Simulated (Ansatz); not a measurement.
## One input, then a changed one: TiC (CsCl type)

First run: DFT, PBE, PAW with Ansatz's default frozen-core files, scalar-relativistic (Ansatz 0.2.0).

Command: `ansatz run input.yaml --threads 1 --pin off --max-ram 2048MiB --backend cpu --events-out ev --progress --plain --runs-dir out` It took 1.1 s on 1 thread of Intel(R) Xeon(R) 6975P-C (Granite Rapids) (shared host), peak memory 0.36 GiB.

```yaml
crystal:
  lattice:
    - [2.5981566292, 0.0, 0.0]
    - [0.0, 2.5981566292, 0.0]
    - [0.0, 0.0, 2.5981566292]
  atoms:
    - { symbol: Ti, position: [0.0, 0.0, 0.0] }
    - { symbol: C, position: [0.5, 0.5, 0.5] }
kpoints:
  mp_grid: { grid: [14, 14, 14] }
scf:
  occupations: { method: fermi_dirac, width: 0.08 }
hamiltonian:
  xc: pbe
  pseudopotentials: { kind: paw }
output:
  forces: true
  stress: true
  eigenvalues: true
  populations: true
```

The cell comes from a relaxation on PAW files under the same functional, begun from a prototype that needn't be the stable phase.

This run: volume at 0.88 of the series' base cell.

It converges in 6 SCF iterations at a pressure of 36.1 GPa, cutoff 420 eV.

The input is then changed:

```diff
   occupations: { method: fermi_dirac, width: 0.08 }
+  eigensolver: { kind: davidson }
 hamiltonian:
   pseudopotentials: { kind: paw }
+  hubbard: { sites: [{ species: Ti, l: d, u_eff: 2.0 }], double_counting: amf }
 output:
   populations: true
+  write_density: true
+  write_potential: true
+  elf: true
+  volumetric_format: npy
+basis:
+  ecutwfc: "40.4 Ry"
+  precision: f64
```

Task: What does the second run give?

Result: It converges in 8 SCF iterations at a pressure of 36.1 GPa, cutoff 550 eV. More than one line changes, and not each need have an effect. Results part of its log:
```
the search or the solves at the SCF's close seem to have found levels that the self-consistency loop had missed (the run counts 3). By its estimate they hold under 1e-12 electrons; where the run keeps them, the occupations were computed again with them
SCF 1 converged in 8 iterations: F = -2749.711147 eV  dr2 = 5.30e-8
  Residual-converged pass: ⟨swp⟩=6.1  Hψ=5854  notcnv=0  max |occ|·‖R‖ = 9.8e-9 eV (tolerance 1.0e-8 eV)  dr2=3.50e-8  dr2_onsite=3.54e-9  max |Δocc| = 9.1e-8
  greatest PAW one-centre occupation: 0.999 electrons in one spin orbital (limit 2), on the Ti atom at site 0 (counted from 0), in its partial waves of l = 0
SCF converged after 8 iterations
Free energy (F): -2749.711147 eV
Harris-Foulkes:  -2749.711147 eV  (|F-HF|=3.62e-8)
Internal energy: -2749.659955 eV  (E = F + TS)
E sigma→0 (E₀):  -2749.685551 eV
Entropy (-TS):   -0.051192 eV (-25.596 meV/atom)
Fermi energy:    17.820092 eV
--- Per-component energies (eV) ---
  E_band       = -60.996517
  E_kinetic    = 369.234597
  E_local      = -672.403412  (includes V_loc(G=0)·N_el)
  E_nonlocal   = 35.204256
  E_hartree    = 285.553407
  E_xc         = -148.818378
  E_vxc        = -186.034060  (∫ρ·V_xc dr)
  E_hubbard    = -0.002104  (on-site DFT+U / exact-exchange correction)
  E_vhub       = -0.004208  (the Hubbard potential's part of the band-sum identity)
  E_paw        = -1147.088730  (= ΣΔE_a)
  E_vpaw       = -178.101424  (= ΣTr[D̂ρ^β])
  E_aug_tail   = 0.000005  (compensation charges beyond the density's cutoff)
  E_ewald      = -1471.339595
  E_smearing   = -0.051192  (= −TS)
  E_closure    = 0.000000  (closes the sum)
  Σ components = -2749.711147   (vs F -2749.711147, Δ=0.00e0)
DFT+U double counting: amf (around mean field; hamiltonian.hubbard.double_counting)
--- Forces (eV/Å), atoms counted from 1 ---
  atom   1  Ti    -0.00000000     0.00000000    -0.00000000
  atom   2  C      0.00000000    -0.00000000     0.00000000
  max |Σ_I F_I| component: 8.55e-31 eV/Å
--- Stress (GPa, compression-positive) ---
       36.052887       0.000000       0.000000
       -0.000000      36.052887      -0.000000
        0.000000       0.000000      36.052887
  P = ⅓ Tr σ = 36.0529 GPa (360.529 kbar)
--- Band table (eV; the first three rows and the last of 120) ---
  k-point 0: bands = ["-38.6345", "-14.3916", "-14.3916", "-14.3916", "4.0990", "15.8710", "15.8710", "19.5065", "19.5065", "19.5065", "21.7045", "21.7045"]
  k-point 1: bands = ["-38.6267", "-14.4510", "-14.3861", "-14.3861", "4.2134", "15.7648", "15.9177", "19.2243", "19.2243", "19.4775", "21.7183", "22.0057"]
  k-point 2: bands = ["-38.6046", "-14.6151", "-14.3706", "-14.3706", "4.5464", "15.3421", "16.0520", "18.6400", "18.6400", "19.5799", "21.7573", "22.6515"]
  k-point 119: bands = ["-38.1799", "-15.1063", "-15.1063", "-15.1063", "11.3828", "11.6521", "11.6521", "11.6521", "23.2531", "23.2531", "25.7890", "25.7890"]
Occupation matrices written to <dir>
--- Löwdin populations: 2 sites ---
  site symbol       q [e]
     0     Ti     11.2902
     1      C      4.6628
  spilling = 0.002936 (of n_electrons = 16.000000)
```
